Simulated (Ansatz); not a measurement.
Structure types of Fe were relaxed at one common pressure (all-electron LAPW in Ansatz 0.2.0 under PBE, scalar-relativistic, ferromagnetic start, zero temperature). They take these volumes:

```csv
type,space group,V (Å³/atom)
bcc,Im-3m,8.13
hcp,P6_3/mmc,7.82
diamond,Fd-3m,9.84
dhcp,P6_3/mmc,7.85
sc,Pm-3m,8.41
```

**Question.** At about which pressure, and is the densest type also the lowest in enthalpy?

**Answer.** 140 GPa. The densest is hcp, and it is also the lowest in enthalpy among these.
